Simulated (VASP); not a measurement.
The system is HfC.

```
Hf C
1.0
     0.00000    2.32500    2.32500
     2.32500    0.00000    2.32500
     2.32500    2.32500    0.00000
Hf C
1 1
Direct
  0.50000 0.50000 0.50000
  0.00000 0.00000 0.00000
```

Base run:

- Program: VASP 6.6.1
- Functional: AM05
- Potentials or basis: VASP PAW PBE potentials, release 64 (Hf_pv, C)
- Cutoff: 520 eV
- k mesh: 10 × 10 × 10
- Occupations: fermi-dirac, width 0.05 eV
- Spin: no spin polarisation

Its results: pressure -7.9 GPa.

Problem. After a change of settings the same cell gave: pressure 0.3 GPa. Which change was it?
A. functional from AM05 to PW91
B. functional from AM05 to RPBE; further incar settings from ALGO = Normal; EDIFF = 1e-07; NBANDS = 14 to ALGO = Fast; EDIFF = 1e-07; NBANDS = 14
C. functional from AM05 to revPBE; further incar settings from ALGO = Normal; EDIFF = 1e-07; NBANDS = 14 to ALGO = Normal; EDIFF = 1e-06

Solution. A.

PW91 binds less tightly than AM05, so the same cell stands under more pressure.

Caveats: the PAW data sets were made with another functional, which shifts forces and pressure a little.
